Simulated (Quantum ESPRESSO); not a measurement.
# ZnO (Pm-3m) in Quantum ESPRESSO: equation of state, part 2 of 2

Quantum ESPRESSO 7.5. The steps go on from the part before.

### 7 Single point, PBE, 10.10 Å³/atom

Input file pw.in:

```
&CONTROL
  calculation = 'scf'
  prefix = 'pwscf'
  outdir = './tmp'
  pseudo_dir = './pseudo'
  tprnfor = .true.
  tstress = .true.
  disk_io = 'nowf'
/
&SYSTEM
  ibrav = 0
  nat = 2
  ntyp = 2
  ecutwfc = 55
  ecutrho = 440
  nbnd = 20
  occupations = 'smearing'
  smearing = 'fd'
  degauss = 0.00367493
/
&ELECTRONS
  conv_thr = 4d-10
  electron_maxstep = 120
  mixing_beta = 0.5
/
ATOMIC_SPECIES
Zn    65.3800 Zn_pbe_v1.uspp.F.UPF
O     15.9990 O.pbe-n-kjpaw_psl.0.1.UPF
CELL_PARAMETERS angstrom
   2.7235852409    0.0000000000    0.0000000000
   0.0000000000    2.7235852409    0.0000000000
   0.0000000000    0.0000000000    2.7235852409
ATOMIC_POSITIONS crystal
Zn     0.0000000000    0.0000000000    0.0000000000
O      0.5000000000    0.5000000000    0.5000000000
K_POINTS automatic
10 10 10 0 0 0
```

Potentials or basis: SSSP 1.3 efficiency PBE.

The run is started by

```sh
$ OMP_NUM_THREADS=1 pw.x -in pw.in > pw.out
```

pw.out:

```text
This program is part of the open-source Quantum ESPRESSO suite
     for quantum simulation of materials; please cite
         "P. Giannozzi et al., J. Phys.:Condens. Matter 21 395502 (2009);
         "P. Giannozzi et al., J. Phys.:Condens. Matter 29 465901 (2017);
         "P. Giannozzi et al., J. Chem. Phys. 152 154105 (2020);
     in publications or presentations arising from this work. More details at

     file O.pbe-n-kjpaw_psl.0.1.UPF: wavefunction(s)  2P renormalized
     Message from routine setup:
     using ibrav=0 with symmetry is DISCOURAGED, use correct ibrav instead

     G-vector sticks info
     --------------------
     sticks:   dense  smooth     PW     G-vecs:    dense   smooth      PW
     Sum         933     465    145                21247     7497    1365

     Using Slab Decomposition

     bravais-lattice index     =            0
     lattice parameter (alat)  =       5.1468  a.u.
     unit-cell volume          =     136.3388 (a.u.)^3
     number of atoms/cell      =            2
     number of atomic types    =            2
     number of electrons       =        26.00
     number of Kohn-Sham states=           20
     kinetic-energy cutoff     =      55.0000  Ry
     charge density cutoff     =     440.0000  Ry
     scf convergence threshold =      4.0E-10
     mixing beta               =       0.5000
     number of iterations used =            8  plain     mixing
     Exchange-correlation= SLA  PW   PBX  PBC
                           (   1   4   3   4   0   0   0)

     celldm(1)=   5.146830  celldm(2)=   0.000000  celldm(3)=   0.000000
     celldm(4)=   0.000000  celldm(5)=   0.000000  celldm(6)=   0.000000

     crystal axes: (cart. coord. in units of alat)
               a(1) = (   1.000000   0.000000   0.000000 )
               a(2) = (   0.000000   1.000000   0.000000 )
               a(3) = (   0.000000   0.000000   1.000000 )

     reciprocal axes: (cart. coord. in units 2 pi/alat)
               b(1) = (  1.000000  0.000000  0.000000 )
               b(2) = (  0.000000  1.000000  0.000000 )
               b(3) = (  0.000000  0.000000  1.000000 )

     PseudoPot. # 1 for Zn read from file:
     Zn_pbe_v1.uspp.F.UPF
     Pseudo is Ultrasoft, Zval = 20.0
     Generated by new atomic code, or converted to UPF format
     Using radial grid of  943 points,  6 beta functions with:
                l(1) =   0
                l(2) =   0
                l(3) =   1
                l(4) =   1
                l(5) =   2
                l(6) =   2
     Q(r) pseudized with  8 coefficients,  rinner =    1.100   1.100   1.100
                                                       1.100   1.100

     PseudoPot. # 2 for O  read from file:
     O.pbe-n-kjpaw_psl.0.1.UPF
     Pseudo is Projector augmented-wave + core cor, Zval =  6.0
     Generated using "atomic" code by A. Dal Corso  v.5.0.99 svn rev. 10869
     Shape of augmentation charge: BESSEL
     Using radial grid of 1095 points,  4 beta functions with:
                l(1) =   0
                l(2) =   0
                l(3) =   1
                l(4) =   1
     Q(r) pseudized with 0 coefficients

     atomic species   valence    mass     pseudopotential
     Zn               20.00    65.38000     Zn( 1.00)
     O                 6.00    15.99900     O ( 1.00)

     48 Sym. Ops., with inversion, found

   Cartesian axes

     site n.     atom                  positions (alat units)
         1        Zn     tau(   1) = (   0.0000000   0.0000000   0.0000000  )
         2        O      tau(   2) = (   0.5000000   0.5000000   0.5000000  )

     number of k points=    56  Fermi-Dirac smearing, width (Ry)=  0.0037
                       cart. coord. in units 2pi/alat
        k(    1) = (   0.0000000   0.0000000   0.0000000), wk =   0.0020000
        k(    2) = (   0.0000000   0.0000000   0.1000000), wk =   0.0120000
        k(    3) = (   0.0000000   0.0000000   0.2000000), wk =   0.0120000
        k(    4) = (   0.0000000   0.0000000   0.3000000), wk =   0.0120000
        k(    5) = (   0.0000000   0.0000000   0.4000000), wk =   0.0120000
        k(    6) = (   0.0000000   0.0000000  -0.5000000), wk =   0.0060000
[... 48 lines left out ...]
        k(   55) = (   0.4000000  -0.5000000  -0.5000000), wk =   0.0120000
        k(   56) = (  -0.5000000  -0.5000000  -0.5000000), wk =   0.0020000

     Dense  grid:    21247 G-vectors     FFT dimensions: (  36,  36,  36)

     Smooth grid:     7497 G-vectors     FFT dimensions: (  25,  25,  25)

     Check: negative core charge=   -0.000001

     Initial potential from superposition of free atoms

     starting charge      25.9999, renormalised to      26.0000
     Starting wfcs are   17 randomized atomic wfcs +    3 random wfcs

     Self-consistent Calculation

     iteration #  1     ecut=    55.00 Ry     beta= 0.50
     Davidson diagonalization with overlap
     ethr =  1.00E-02,  avg # of iterations =  3.9

     total energy              =    -502.99220833 Ry
     estimated scf accuracy    <       0.47550526 Ry
[... 50 lines left out ...]
     iteration #  9     ecut=    55.00 Ry     beta= 0.50
     Davidson diagonalization with overlap
     ethr =  4.53E-12,  avg # of iterations =  2.1

     End of self-consistent calculation

          k = 0.0000 0.0000 0.0000 (   925 PWs)   bands (ev):

  -112.9839 -67.1653 -67.1653 -67.1653  -6.3873   5.3722   5.3722   6.3630
     6.3630   6.3630  10.6590  10.6590  10.6590  10.7252  25.6680  25.6680
    28.6077  28.6077  28.6077  42.7078
[... 321 lines left out ...]
  -112.9811 -67.1778 -67.1778 -67.1763  -3.9119   4.8818   4.8818   4.9624
     6.5178   6.6132  10.0392  10.0392  10.4526  16.5337  17.7008  17.7008
    21.7837  31.3375  31.8772  31.8772

          k =-0.5000-0.5000-0.5000 (   968 PWs)   bands (ev):

  -112.9811 -67.1777 -67.1777 -67.1777  -3.8290   4.8130   4.8130   4.8130
     6.6148   6.6148  10.3680  10.3680  10.3680  17.2374  17.2374  17.2374
    20.5814  31.8212  31.8212  31.8212

     the Fermi energy is    11.9260 ev

!    total energy              =    -503.17920418 Ry
     estimated scf accuracy    <          4.0E-10 Ry
     smearing contrib. (-TS)   =      -0.00006756 Ry
     internal energy E=F+TS    =    -503.17913662 Ry

     The total energy is F=E-TS. E is the sum of the following terms:
     one-electron contribution =    -358.55619983 Ry
     hartree contribution      =     192.31788166 Ry
     xc contribution           =     -49.65976648 Ry
     ewald contribution        =    -277.74888294 Ry
     one-center paw contrib.   =      -9.53216902 Ry

     convergence has been achieved in   9 iterations

     Forces acting on atoms (cartesian axes, Ry/au):

     atom    1 type  1   force =     0.00000000    0.00000000    0.00000000
     atom    2 type  2   force =     0.00000000    0.00000000    0.00000000

     Total force =     0.000000     Total SCF correction =     0.000000

     Computing stress (Cartesian axis) and pressure

          total   stress  (Ry/bohr**3)                   (kbar)     P=      -57.08
  -0.00038799   0.00000000   0.00000000          -57.08        0.00        0.00
   0.00000000  -0.00038799   0.00000000            0.00      -57.08        0.00
   0.00000000   0.00000000  -0.00038799            0.00        0.00      -57.08

=------------------------------------------------------------------------------=
   JOB DONE.
=------------------------------------------------------------------------------=
```

Wall time 11 s (1 thread of Arm Neoverse V2, shared host); peak memory 0.13 GiB.

Results:

* Free energy: -6846.1018 eV
* Pressure: -5.7 GPa
* Band gap on the k mesh: none (metal or under the smearing width)

### 8 Single point, PBE, 10.30 Å³/atom

pw.in: that of step 7 with these lines changed.

```diff
@@ -29,5 +29,5 @@
 CELL_PARAMETERS angstrom
-   2.7235852409    0.0000000000    0.0000000000
-   0.0000000000    2.7235852409    0.0000000000
-   0.0000000000    0.0000000000    2.7235852409
+   2.7409333854    0.0000000000    0.0000000000
+   0.0000000000    2.7409333854    0.0000000000
+   0.0000000000    0.0000000000    2.7409333854
 ATOMIC_POSITIONS crystal
```

The run is started by

```sh
$ OMP_NUM_THREADS=1 pw.x -in pw.in > pw.out
```

Wall time 12 s (1 thread of Arm Neoverse V2, shared host); peak memory 0.13 GiB.

It converged, with:

```yaml
Free_energy: -6846.0859 eV
Pressure: -8.1 GPa
Band_gap_on_the_k_mesh: none (metal or under the smearing width)
```

### 9 Equation of state, PBE

Potentials or basis: SSSP 1.3 efficiency PBE.

This step only gathers the single runs of the series.

Results:

| Property | Result |
| --- | --- |
| Equilibrium volume | 9.74 Å³/atom |
| Bulk modulus | 159 GPa |
| Pressure derivative of the bulk modulus | 4.7 |

Energy against volume, from the lowest point:
| volume (Å³/atom) | energy (meV/atom) |
| --- | --- |
| 9.130 | 21.26 |
| 9.325 | 9.45 |
| 9.519 | 2.52 |
| 9.713 | 0.00 |
| 9.907 | 1.37 |
| 10.102 | 6.24 |
| 10.296 | 14.23 |
